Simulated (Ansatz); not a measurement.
The system is InPd.

```xyz
2
Lattice="3.2719 0.0000 0.0000 0.0000 3.2719 0.0000 0.0000 0.0000 3.2719" Properties=species:S:1:pos:R:3 pbc="T T T"
In    0.0000    0.0000    0.0000
Pd    1.6359    1.6359    1.6359
```

The cell comes from a database or a generator and needn't be the stable form of this composition.

- Program: Ansatz 0.2.0
- Task: relaxation of cell and atoms
- Functional: PBEsol0
- Potentials or basis: Ansatz PAW
- Cutoff: 420 eV (not typed: the program's choice for these potentials)
- k mesh: 4 × 4 × 4
- Occupations: fermi-dirac, width 0.05 eV
- Spin: no spin polarisation

At the start: volume 17.51 Å³/atom.

Question: Where does the relaxation end?

Answer: It ends after 4 steps and the volume is 16.82 Å³/atom (-3.9 %); space group Pm-3m (No. 221, to 0.05 Å).

Step by step:
```csv
step,energy change (eV),largest force (eV/Å),volume (Å³)
1,0.0000,0.0000,35.03
2,-0.0254,0.0000,33.83
3,-0.0260,0.0000,33.64
4,-0.0247,0.0000,33.64
```

Final structure:
```xyz
2
Lattice="3.2283 0.0000 0.0000 0.0000 3.2283 0.0000 0.0000 0.0000 3.2283" Properties=species:S:1:pos:R:3 pbc="T T T"
In    0.0000    0.0000    0.0000
Pd    1.6141    1.6141    1.6141
```

Caveat: the k mesh is coarse (spacing up to 0.48 Å⁻¹), so the values aren't converged, least of all with exact exchange; the plane-wave basis is chosen anew once the cell has moved, so the energies of steps on either side of that aren't comparable; the PAW data sets come from PBE, with cores solved anew for the run's functional, which leaves a small shift of forces and pressure.
